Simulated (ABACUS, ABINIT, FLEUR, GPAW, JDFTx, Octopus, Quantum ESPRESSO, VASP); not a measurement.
## One calculation of CoO, 8 ways

```
Co O
1.0
     0.00000    2.13150    2.13150
     2.13150    0.00000    2.13150
     2.13150    2.13150    0.00000
Co O
1 1
Cartesian
  0.0000 0.0000 0.0000
  2.1315 2.1315 2.1315
```

Alike in all runs: task single point; functional PBE; k mesh 11 × 11 × 11; occupations fermi-dirac, width 0.05 eV; collinear spin, ferromagnetic start; no spin-orbit coupling. The measured crystal is an antiferromagnetic insulator; the state found here is the runs' own. Pressure is positive in compression and, in plane waves, holds the error of the finite cutoff.

```
                                  program and potentials  plane-wave cutoff (eV)                                      notes  pressure (GPa)  net moment per atom (μB)
              GPAW, GPAW PAW data sets (gpaw-data 1.2.1)                     800   7.5 valence electrons an atom on average           -1.34                      1.46
                              FLEUR, all-electron, FLAPW                       -                                          -               -                      1.46
ABACUS, PseudoDojo NC SR 0.4.1 PBE standard, plane waves                    1320  11.5 valence electrons an atom on average           -1.96                      1.49
                       VASP, PBE PAW files Co, O, 520 eV                     520   7.5 valence electrons an atom on average           -2.41                      1.45
               Quantum ESPRESSO, SSSP 1.3 efficiency PBE                     748  11.5 valence electrons an atom on average           -1.88                      1.49
                                ABINIT, JTH PAW PBE v2.0                     707  11.5 valence electrons an atom on average           -2.28                      1.46
                   JDFTx, PseudoDojo-SR-PBE-0.5-standard                    1306  11.5 valence electrons an atom on average           -1.98                      1.49
           Octopus, pseudodojo_pbe (PseudoDojo 0.5, PBE)                       -  11.5 valence electrons an atom on average               -                      1.49
```

The pressure spans -2.41 (VASP, PBE PAW files Co, O, 520 eV) to -1.34 GPa (GPAW, GPAW PAW data sets (gpaw-data 1.2.1)). The net moment per atom spans 1.45 (VASP, PBE PAW files Co, O, 520 eV) to 1.49 μB (Octopus, pseudodojo_pbe (PseudoDojo 0.5, PBE)), with all-electron results at 1.46. The state is the one that the start led to, which needn't be the lowest.

Differences between rows come from potentials, basis sets and numerical settings, since the functional is the same but for its coding. Runs on potential files found faulty are left out.
